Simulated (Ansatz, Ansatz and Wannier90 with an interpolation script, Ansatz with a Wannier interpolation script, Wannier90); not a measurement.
Planning a run of Ansatz 0.2.0 on ZnSe (Stilleite). The input:

```yaml
crystal:
  lattice:
    - [-1.993780204, -2.8196309982, 2.0101370827]
    - [1.993780204, -2.8196309982, 2.0101370827]
    - [0.0, 3.6e-09, 4.0202741604]
  atoms:
    - { symbol: Zn, position: [-0.0006272927, -0.0006272927, 0.0006272927] }
    - { symbol: Se, position: [0.7506272927, 0.7506272927, 0.7493727073] }
kpoints:
  mp_grid: { grid: [6, 6, 6] }
hamiltonian:
  xc: lda
scf:
  occupations: { method: fixed }
gw:
  n_empty_bands: 188
  ecut_chi: 150.0
  qp_bands: [v3, c1]
  screening: { model: contour_deformation }
```

```sh
ansatz run input.yaml --threads 8 --pin off --max-ram 18432MiB --backend cpu --events-out ev --progress --plain --runs-dir out
```

How long will it take on 8 threads of Arm Neoverse V2, shared host, and how much memory?

It took 5.4 min; on shared hardware allow 2.7 min to 11 min. Peak host memory was 1.2 GiB. The sizes that set the cost: 893 plane waves a state, 46 irreducible k points, 202 bands summed, 171 plane waves in the screening and 6 SCF cycles.

The screening grows as filled bands × empty bands × pairs of k points, times the square of the screening basis for the matrix.

[Paths, hosts, dates, memory and timing lines, banners, echoed tables and standing remarks are left out of the program output.]

[Logs are printed without paths, hosts, clocks, repeated set-up lines and the standing remarks that a program may print on its own settings, such as how far it seeks lower states.]

[Runs of the session that timed out or met a known fault of the program may be left out.]

[Hosts, paths, dates, database ids (printed as entryN), source tags and the programs' standing remarks are cut or masked in the printed files.]
